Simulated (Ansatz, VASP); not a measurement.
As: VASP beside Ansatz

```
As
1.0
     3.09238    0.00000    0.00000
    -1.54619    2.67808    0.00000
     0.00000    0.00000    4.71655
As
2
Direct
  0.33333 0.66667 0.25000
  0.66667 0.33333 0.75000
```

Alike in both runs: task single point; functional LDA; k mesh 14 × 14 × 8; occupations fermi-dirac, width 0.1 eV; no spin polarisation.

|  | VASP | Ansatz |
| --- | --- | --- |
| version | VASP 6.6.1 | Ansatz 0.2.0 |
| potentials or method | VASP PAW LDA potentials, release 64 (As) | plane waves (420 eV) with PAW, scalar-relativistic |
| plane-wave cutoff (eV) | 520 | 420 |
| valence electrons in the cell | 10 | 30 |

```tsv
	VASP	Ansatz	Ansatz less VASP
pressure (GPa)	-5.7	-5.9	-0.15
```

The two sets of potentials don't hold the same shells in valence. Ansatz warned: «pseudo_functional_mismatch».
